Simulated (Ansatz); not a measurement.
**TiPt3: band structure with PBEsol**

The system is TiPt3.

```
CELL_PARAMETERS angstrom
3.89700 0.00000 0.00000
0.00000 3.89700 0.00000
0.00000 0.00000 3.89700
ATOMIC_POSITIONS crystal
Pt 0.50000 0.50000 0.00000
Pt 0.50000 0.00000 0.50000
Pt 0.00000 0.50000 0.50000
Ti 0.00000 0.00000 0.00000
```

| Property | Result |
| --- | --- |
| Program | Ansatz 0.2.0 |
| Task | band structure |
| Functional | PBEsol |
| Potentials or basis | all-electron LAPW, scalar-relativistic |
| Cutoff | 254 eV (chosen from the basis error) |
| Basis error allowed | 0.002 eV/atom |
| k mesh | 7 × 7 × 7 |
| Occupations | fermi-dirac, width 0.05 eV |
| Spin | no spin polarisation |

* Pressure: 0.5 GPa
* Band gap along the path: none (metal or under the smearing width)

Levels at the corners of the path, in eV from the Fermi level:
```tsv
point	band 65	band 66	band 67	band 68	band 69	band 70	band 71	band 72	band 73	band 74
Γ	-0.54	0.02	0.02	0.02	1.39	1.39	1.50	1.50	1.50	2.05
X	-2.72	-2.72	-2.65	-1.41	-0.22	-0.22	0.02	0.44	0.76	2.02
M	-3.17	-3.17	-2.52	-2.33	-2.31	0.20	0.20	0.35	1.47	1.47
Γ	-0.54	0.02	0.02	0.02	1.39	1.39	1.50	1.50	1.50	2.05
R	-1.09	-0.77	-0.77	-0.77	-0.48	-0.48	-0.48	1.20	1.20	1.20
X	-2.72	-2.72	-2.65	-1.41	-0.22	-0.22	0.02	0.44	0.76	2.02
```

Run time: 39 s on 2 threads of Arm Neoverse V2, with other jobs on the host, peak memory 0.5 GiB.

Caveat: spin-orbit coupling is left out, which moves the levels of the heavy elements.
